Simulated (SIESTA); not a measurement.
Ge:

```
Ge
1.0
     0.00000    2.82891    2.82891
     2.82891    0.00000    2.82891
     2.82891    2.82891    0.00000
Ge
2
Direct
  0.75000 0.75000 0.75000
  0.50000 0.50000 0.50000
```

Base run:

```yaml
Program: SIESTA 5.4.2
Functional: BLYP
Potentials_or_basis: PseudoDojo 0.4 standard (PBE files)
Basis: DZP (energy shift 0.003 Ry; two zetas on semicore shells)
Grid_cutoff: 800 Ry
Energy_shift: 0.003 Ry
k_mesh: 8 × 8 × 8
Occupations: fermi-dirac, width 0.05 eV
Spin: no spin polarisation
```

Its results: band gap on the k mesh none (metal or under the smearing width); pressure 7.9 GPa.

The run is repeated on the same cell with these changes: functional from BLYP to AM05; potentials or basis from PseudoDojo 0.4 standard (PBE files) to PseudoDojo 0.4 standard (PBEsol files). What comes out?

Band gap on the k mesh none (metal or under the smearing width); pressure 1.9 GPa.

Caveats: the potentials were made for another functional, which shifts forces and pressure; the basis of atomic orbitals isn't converged, which shifts pressures, moduli and gaps.
